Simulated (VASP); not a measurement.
# GaN (Pm-3m) in VASP: settings compared

One crystal, GaN, is run at these levels: HSE06, r2SCAN; tasks: single point.

All numbers are computed with VASP 6.6.1; they aren't measurements. Logs are shortened: lines on timing, memory, paths and dates and some standing lists are left out, and cuts for length are marked.

**1. The crystal as given**

Symmetry: Pm-3m, No. 221, cubic system. Conventional cell: a = 2.696 Å, b = 2.696 Å, c = 2.696 Å, α = 90.00°, β = 90.00°, γ = 90.00°. Ga (site symmetry m-3m) has 8 N at 2.33 Å as nearest neighbours. N (site symmetry m-3m) has 8 Ga at 2.33 Å as nearest neighbours.

The cell was built by a generator and needn't be a form met in nature.

**2. Single point, HSE06**

POSCAR reads:

```
GaN
1.0
    2.6955546006      0.0000000000      0.0000000000
    0.0000000000      2.6955546006      0.0000000000
    0.0000000000      0.0000000000      2.6955546006
Ga N
1 1
Direct
    0.0000000000      0.0000000000      0.0000000000
    0.5000000000      0.5000000000      0.5000000000
```

INCAR.step1 reads:

```
SYSTEM = GaN
PREC = Accurate
ENCUT = 520
EDIFF = 1E-5
ISMEAR = -1
SIGMA = 0.02
LREAL = .FALSE.
LASPH = .TRUE.
NELM = 60
ALGO = Normal
ISIF = 2
LWAVE = .TRUE.
LCHARG = .FALSE.
NBANDS = 16
GGA = PE
```

INCAR.step2 reads:

```
SYSTEM = GaN
PREC = Accurate
ENCUT = 520
EDIFF = 1E-6
ISMEAR = -1
SIGMA = 0.02
LREAL = .FALSE.
LASPH = .TRUE.
NELM = 60
ALGO = Normal
ISIF = 2
LWAVE = .FALSE.
LCHARG = .FALSE.
GGA = PE
LHFCALC = .TRUE.
HFSCREEN = 0.2079
PRECFOCK = Normal
NBANDS = 16
ISTART = 1
```

KPOINTS reads:

```
regular mesh
0
G
  4 4 4
  0 0 0
```

Potentials or basis: VASP PAW PBE potentials, release 64 (Ga_d, N).

The run is started by

```console
$ cat potpaw_PBE.64/Ga_d/POTCAR potpaw_PBE.64/N/POTCAR > POTCAR
$ cp INCAR.step1 INCAR
$ mpirun -np 1 vasp_std > vasp.out
$ cp INCAR.step2 INCAR
$ mpirun -np 1 vasp_std > vasp.out
```

OUTCAR:

```text
SYSTEM = GaN
   PREC = Accurate
   ENCUT = 520
   EDIFF = 1E-6
   ISMEAR = -1
   LREAL = .FALSE.
   LASPH = .TRUE.
   NELM = 60
   ISIF = 2
   GGA = PE
   LHFCALC = .TRUE.
   HFSCREEN = 0.2079
   PRECFOCK = Normal
   ISTART = 1

 ion  position               nearest neighbor table
   1  0.000  0.000  0.000-   2 2.33   2 2.33   2 2.33   2 2.33   2 2.33   2 2.33   2 2.33   2 2.33

   2  0.500  0.500  0.500-   1 2.33   1 2.33   1 2.33   1 2.33   1 2.33   1 2.33   1 2.33   1 2.33

  LATTYP: Found a simple cubic cell.
 ALAT       =     2.6955546006

  Lattice vectors:

 A1 = (   2.6955546006,   0.0000000000,   0.0000000000)
 A2 = (   0.0000000000,   2.6955546006,   0.0000000000)
 A3 = (   0.0000000000,   0.0000000000,   2.6955546006)

Analysis of symmetry for initial positions (statically):
=====================================================================
 Subroutine PRICEL returns:
 Original cell was already a primitive cell.

 Routine SETGRP: Setting up the symmetry group for a
 simple cubic supercell.

 Subroutine GETGRP returns: Found 48 space group operations
 (whereof 48 operations were pure point group operations)
 out of a pool of 48 trial point group operations.

The static configuration has the point symmetry O_h .

Analysis of symmetry for dynamics (positions and initial velocities):
=====================================================================
 Subroutine PRICEL returns:
 Original cell was already a primitive cell.

 Routine SETGRP: Setting up the symmetry group for a
 simple cubic supercell.

 Subroutine GETGRP returns: Found 48 space group operations
 (whereof 48 operations were pure point group operations)
 out of a pool of 48 trial point group operations.

The dynamic configuration has the point symmetry O_h .

 Subroutine INISYM returns: Found 48 space group operations
 (whereof 48 operations are pure point group operations),
 and found     1 'primitive' translations

----------------------------------------------------------------------------------------

                                     Primitive cell

  volume of cell :      19.5859

  direct lattice vectors                    reciprocal lattice vectors
     2.695554601  0.000000000  0.000000000     0.370981170  0.000000000  0.000000000
     0.000000000  2.695554601  0.000000000     0.000000000  0.370981170  0.000000000
     0.000000000  0.000000000  2.695554601     0.000000000  0.000000000  0.370981170

  length of vectors
     2.695554601  2.695554601  2.695554601     0.370981170  0.370981170  0.370981170

  position of ions in fractional coordinates (direct lattice)
     0.000000000  0.000000000  0.000000000
     0.500000000  0.500000000  0.500000000

  ion indices of the primitive-cell ions
   primitive index   ion index
                 1           1
                 2           2

----------------------------------------------------------------------------------------

 KPOINTS: regular mesh

Automatic generation of k-mesh.
 Grid dimensions read from file:
 generate k-points for:    4    4    4

 Generating k-lattice:

  Cartesian coordinates                     Fractional coordinates (reciprocal lattice)
     0.092745293  0.000000000  0.000000000     0.250000000  0.000000000  0.000000000
     0.000000000  0.092745293  0.000000000     0.000000000  0.250000000  0.000000000
     0.000000000  0.000000000  0.092745293     0.000000000  0.000000000  0.250000000

  Length of vectors
     0.092745293  0.092745293  0.092745293

  Shift w.r.t. Gamma in fractional coordinates (k-lattice)
     0.000000000  0.000000000  0.000000000

 Subroutine IBZKPT returns following result:
 ===========================================

 Found     10 irreducible k-points:

 Following reciprocal coordinates:
            Coordinates               Weight
  0.000000  0.000000  0.000000      1.000000
  0.250000  0.000000  0.000000      6.000000
  0.500000  0.000000  0.000000      3.000000
  0.250000  0.250000  0.000000     12.000000
  0.500000  0.250000  0.000000     12.000000
  0.500000  0.500000  0.000000      3.000000
  0.250000  0.250000  0.250000      8.000000
  0.500000  0.250000  0.250000     12.000000
  0.500000  0.500000  0.250000      6.000000
  0.500000  0.500000  0.500000      1.000000
   k-points           NKPTS =     10   k-points in BZ     NKDIM =     64   number of bands    NBANDS=     16
   number of dos      NEDOS =    301   number of ions     NIONS =      2
   total plane-waves  NPLWV =   8000
   dimension x,y,z NGX =    20 NGY =   20 NGZ =   20
   dimension x,y,z NGXF=    40 NGYF=   40 NGZF=   40
   ions per type =               1   1
   NGX,Y,Z   is equivalent  to a cutoff of  12.33, 12.33, 12.33 a.u.
   NGXF,Y,Z  is equivalent  to a cutoff of  24.67, 24.67, 24.67 a.u.
 SYSTEM =  GaN
   PREC   = accura    normal or accurate (medium, high low for compatibility)
   ISTART =      1    job   : 0-new  1-cont  2-samecut
   ICHARG =      0    charge: 1-file 2-atom 10-const
   ISPIN  =      1    spin polarized calculation?
   LNONCOLLINEAR =      F non collinear calculations
   LSORBIT =      F    spin-orbit coupling
   LASPH  =      T    aspherical Exc in radial PAW
   ENCUT  =  520.0 eV  38.22 Ry    6.18 a.u.   5.01  5.01  5.01*2*pi/ulx,y,z
   NELM   =     60;   NELMIN=  2; NELMDL=  0     # of ELM steps
   EDIFF  = 0.1E-05   stopping-criterion for ELM
   LREAL  =      F    real-space projection
   EDIFFG = 0.1E-04   stopping-criterion for IOM
   NSW    =      0    number of steps for IOM
   IBRION =     -1    ionic relax: 0-MD 1-quasi-New 2-CG
   NFREE  =      0    steps in history (QN), initial steepest desc. (CG)
   ISIF   =      2    stress and relaxation
   ISYM   =      3    0-nonsym 1-usesym 2-fastsym
   POTIM  = 0.5000    time-step for ionic-motion
   TEBEG  =    0.0;   TEEND  =   0.0 temperature during run
   PSTRESS=    0.0 pullay stress
   NELECT =      18.0000    total number of electrons
   NUPDOWN=      -1.0000    fix difference up-down
   EMIN   =  10.00;   EMAX   =-10.00  energy-range for DOS
   EFERMI =   0.00;   METHOD = LEGACY
   ISMEAR =    -1;   SIGMA  =   0.02  broadening in eV -4-tet -1-fermi 0-gaus
   EFERMI_NEDOS =   21; number of points for ismear=-14 and -15
   IALGO  =     38    algorithm
   IMIX   =      1    mixing-type and parameters
     AMIX     =   0.40;   BMIX     =  1.00
     AMIX_MAG =   1.60;   BMIX_MAG =  1.00
  volume/ion in A,a.u.               =       9.79        66.09
  Fermi-wavevector in a.u.,A,eV,Ry     =   1.591662  3.007805 34.468838  2.533388
  Thomas-Fermi vector in A             =   2.690168
   LORBIT       =      0    0 simple, 1 ext, 2 COOP (PROOUT), +10 PAW based schemes
   GGA     = PE    functional components
   LHFCALC =     T    Hartree Fock is set to
   PRECFOCK=normal    Normal, Fast or Accurate (Low or Medium for compatibility)
   ENCUT4O =  -1.0   cutoff for four orbital integrals eV
   NKREDX  =     1    reduce k-point grid by
   NKREDY  =     1    reduce k-point grid by
   NKREDZ  =     1    reduce k-point grid by
   AEXX    =    0.2500 exact exchange contribution
   HFSCREEN=    0.2079 screening length (either q_TF or 0.3 A-1)
   HFSCREENC=   0.2079 screening length for correlation (either q_TF or 0.3 A-1)
   ENCUTFOCK=  -1.0 apply spherical cutoff to Coloumb kernel
   IVDW    =     0    specifies the selected vdW correction
   LEPSILON=     F    determine dielectric tensor
   LRPA    =     F    only Hartree local field effects (RPA)
 non-spin polarized calculation
  energy-cutoff  :      520.00
  volume of cell :       19.59
 maximum number of plane-waves:       552
  NGX = 16; NGY = 16; NGZ = 16

 number of electron      18.0000017 magnetization

 Free energy of the ion-electron system (eV)
  ---------------------------------------------------
  ext. energy  EPLUGINS =         0.00000000
  ---------------------------------------------------
  free energy    TOTEN  =       -11.08288057 eV

  energy without entropy =      -11.07778662  energy(sigma->0) =      -11.08033359

 E-fermi :   8.2363     XC(G=0): -10.6050

 val. band max:        7.9160967432   @ k =   0.5000   0.0000   0.0000
 cond. band min:       8.2430345373   @ k =   0.5000   0.2500   0.0000
 fundamental gap:      0.3269377942
 Fermi energy:         8.2363050969

 k-point     1 :       0.0000    0.0000    0.0000
  band No.  band energies     occupation
      1     -11.5762      2.00000
      2     -10.1752      2.00000
      3     -10.1752      2.00000
      4      -9.6573      2.00000
      5      -9.6573      2.00000
      6      -9.6573      2.00000
[... 8 lines left out ...]
     15      23.8947      0.00000
     16      37.4167      0.00000

 k-point     2 :       0.2500    0.0000    0.0000
  band No.  band energies     occupation
      1     -10.5712      2.00000
      2     -10.1516      2.00000
      3      -9.9792      2.00000
      4      -9.7547      2.00000
      5      -9.7547      2.00000
      6      -9.6490      2.00000
[... 8 lines left out ...]
     15      27.3686      0.00000
     16      29.7217      0.00000

 k-point     3 :       0.5000    0.0000    0.0000
  band No.  band energies     occupation
      1     -10.1279      2.00000
      2      -9.8832      2.00000
      3      -9.8496      2.00000
      4      -9.8496      2.00000
      5      -9.6405      2.00000
      6      -8.8627      2.00000
[... 8 lines left out ...]
     15      24.0714      0.00000
     16      34.4246      0.00000

 k-point     4 :       0.2500    0.2500    0.0000
  band No.  band energies     occupation
      1     -10.3842      2.00000
      2     -10.0686      2.00000
      3      -9.8704      2.00000
      4      -9.7471      2.00000
      5      -9.7240      2.00000
      6      -9.0084      2.00000
[... 8 lines left out ...]
     15      28.7927      0.00000
     16      30.3934      0.00000
[... 58 lines left out ...]
 k-point     8 :       0.5000    0.2500    0.2500
  band No.  band energies     occupation
      1     -10.3453      2.00000
      2      -9.9884      2.00000
      3      -9.8555      2.00000
      4      -9.8239      2.00000
      5      -9.6311      2.00000
      6      -6.6928      2.00000
[... 8 lines left out ...]
     15      26.9571      0.00000
     16      29.8611      0.00000

 k-point     9 :       0.5000    0.5000    0.2500
  band No.  band energies     occupation
      1     -10.4154      2.00000
      2      -9.9719      2.00000
      3      -9.9719      2.00000
      4      -9.7222      2.00000
      5      -9.4789      2.00000
      6      -5.7288      2.00000
[... 8 lines left out ...]
     15      29.2799      0.00000
     16      29.2799      0.00000

 k-point    10 :       0.5000    0.5000    0.5000
  band No.  band energies     occupation
      1     -10.1383      2.00000
      2     -10.1383      2.00000
      3     -10.1383      2.00000
      4      -9.4743      2.00000
      5      -9.4743      2.00000
      6      -5.5034      2.00000
[... 8 lines left out ...]
     15      29.8789      0.00000
     16      29.8789      0.00000

------------------------ aborting loop because EDIFF is reached ----------------------------------------

  FORCE on cell =-STRESS in cart. coord.  units (eV):
  Direction    XX          YY          ZZ          XY          YZ          ZX
  --------------------------------------------------------------------------------------
  -------------------------------------------------------------------------------------
  Total        0.0141030      0.0141030      0.0141030      0.0000000      0.0000000     -0.0000000
  in kB        1.1536605      1.1536605      1.1536605      0.0000000      0.0000000     -0.0000000
  external PRESSURE =       1.1536605 kB  Pullay stress =       0.0000000 kB

 VOLUME and BASIS-vectors are now :
 -----------------------------------------------------------------------------
  energy-cutoff  :      520.00
  volume of cell :       19.59
      direct lattice vectors                 reciprocal lattice vectors
     2.695554601  0.000000000  0.000000000     0.370981170  0.000000000  0.000000000
     0.000000000  2.695554601  0.000000000     0.000000000  0.370981170  0.000000000
     0.000000000  0.000000000  2.695554601     0.000000000  0.000000000  0.370981170

 POSITION                                       TOTAL-FORCE (eV/Angst)
 -----------------------------------------------------------------------------------
      0.00000      0.00000      0.00000         0.000000      0.000000      0.000000
      1.34778      1.34778      1.34778         0.000000      0.000000      0.000000
 -----------------------------------------------------------------------------------
    total drift:                                0.000004      0.000003      0.000004

  FREE ENERGIE OF THE ION-ELECTRON SYSTEM (eV)
  ---------------------------------------------------
  free  energy   TOTEN  =       -11.0828805733 eV

  energy  without entropy=      -11.0777866160  energy(sigma->0) =      -11.08033359
```

Run time: 2.9 min. Hardware: 1 thread of Intel Xeon Platinum 8375C at 2.90GHz (Ice Lake), shared host; peak memory 0.23 GiB.

What came out:

| Property | Result |
| --- | --- |
| Free energy | -11.0829 eV |
| Pressure | 0.1 GPa |
| Band gap on the k mesh | none (metal or under the smearing width) |

Caveat: the k mesh is coarse (spacing up to 0.58 Å⁻¹), so the values aren't converged, least of all with exact exchange; the PAW data sets were made with another functional, which shifts forces and pressure a little.

**3. Single point, r2SCAN**

POSCAR is that of step 2.

INCAR.step1 reads:

```
  ALGO = Normal
  EDIFF = 1E-4
  ENCUT = 520
  GGA = PE
  ISMEAR = -1
  LASPH = True
  LCHARG = False
  LREAL = False
  LWAVE = True
  NBANDS = 16
  NELM = 60
  PREC = Accurate
  SIGMA = 0.02
```

INCAR.step2 reads:

```
  ALGO = Normal
  EDIFF = 1E-7
  ENCUT = 520
  ISIF = 2
  ISMEAR = -1
  ISTART = 1
  LASPH = True
  LCHARG = False
  LMIXTAU = True
  LREAL = False
  LWAVE = False
  METAGGA = R2SCAN
  NBANDS = 16
  NELM = 60
  PREC = Accurate
  SIGMA = 0.02
```

KPOINTS reads:

```
k-points
0
Gamma
  6 6 6
```

Potentials or basis: VASP PAW PBE potentials, release 64 (Ga_d, N).

The run is started by

```console
$ cat potpaw_PBE.64/Ga_d/POTCAR potpaw_PBE.64/N/POTCAR > POTCAR
$ cp INCAR.step1 INCAR
$ mpirun -np 1 vasp_std > vasp.out
$ cp INCAR.step2 INCAR
$ mpirun -np 1 vasp_std > vasp.out
```

Wall time 23 s (1 thread of Intel Xeon Platinum 8375C at 2.90GHz (Ice Lake), shared host); peak memory 0.13 GiB.

It converged, with:

| Item | Value |
| --- | --- |
| Free energy | -18.2681 eV |
| Pressure | 1.0 GPa |
| Band gap on the k mesh | none (metal or under the smearing width) |

Levels at points of the mesh, in eV from the Fermi level:
```csv
k point,band 6,band 7,band 8,band 9,band 10,band 11,band 12,band 13
"(0.00, 0.00, 0.00)",-15.71,-1.64,-1.64,-1.64,-1.48,10.41,10.41,14.93
"(0.50, 0.00, 0.00)",-15.69,-10.05,-0.10,-0.10,4.01,5.66,11.42,11.42
"(0.50, 0.50, 0.00)",-12.94,-6.91,-6.91,-2.56,0.32,9.09,9.09,14.56
"(0.50, 0.50, 0.50)",-12.86,-3.48,-3.48,-3.48,1.51,1.51,1.51,3.68
```

Caveat: the k mesh is coarse (spacing up to 0.39 Å⁻¹), so the values aren't converged; the PAW data sets were made with another functional, which shifts forces and pressure a little.

**4. Single point, r2SCAN**

POSCAR is that of step 3.

INCAR.step1 reads:

```
PREC = Accurate ; ENCUT = 520
ISMEAR = -1 ; SIGMA = 0.02
LREAL = False ; LASPH = True
NELM = 100 ; NBANDS = 16
GGA = PE ; ALGO = Normal
EDIFF = 1E-4 ; LWAVE = True
LCHARG = False
```

INCAR.step2 reads:

```
PREC = Accurate ; ENCUT = 520
EDIFF = 1E-6 ; ISMEAR = -1
SIGMA = 0.02 ; LREAL = False
LASPH = True ; NELM = 100
ALGO = Normal ; ISIF = 2
LWAVE = False ; LCHARG = False
METAGGA = R2SCAN ; LMIXTAU = True
NBANDS = 16 ; ISTART = 1
```

KPOINTS reads:

```
Automatic mesh
0
Gamma
  6 6 6
```

The run is started by

```console
$ cat potpaw_PBE.64/Ga_d/POTCAR potpaw_PBE.64/N/POTCAR > POTCAR
$ cp INCAR.step1 INCAR
$ mpirun -np 1 vasp_std > vasp.out
$ cp INCAR.step2 INCAR
$ mpirun -np 1 vasp_std > vasp.out
```

It took 18 s on 1 thread of Intel Xeon Platinum 8375C at 2.90GHz (Ice Lake), shared host; peak memory 0.13 GiB.

Results (log left out):

```yaml
Free_energy: -18.2681 eV
Pressure: 1.0 GPa
Band_gap_on_the_k_mesh: none (metal or under the smearing width)
```

Levels at points of the mesh, in eV from the Fermi level:
| k point | band 6 | band 7 | band 8 | band 9 | band 10 | band 11 | band 12 | band 13 |
| --- | --- | --- | --- | --- | --- | --- | --- | --- |
| (0.00, 0.00, 0.00) | -15.71 | -1.64 | -1.64 | -1.64 | -1.48 | 10.41 | 10.41 | 14.93 |
| (0.50, 0.00, 0.00) | -15.69 | -10.05 | -0.10 | -0.10 | 4.01 | 5.66 | 11.42 | 11.42 |
| (0.50, 0.50, 0.00) | -12.94 | -6.91 | -6.91 | -2.56 | 0.32 | 9.09 | 9.09 | 14.56 |
| (0.50, 0.50, 0.50) | -12.86 | -3.48 | -3.48 | -3.48 | 1.51 | 1.51 | 1.51 | 3.68 |

Caveat: the k mesh is coarse (spacing up to 0.39 Å⁻¹), so the values aren't converged; the PAW data sets were made with another functional, which shifts forces and pressure a little.
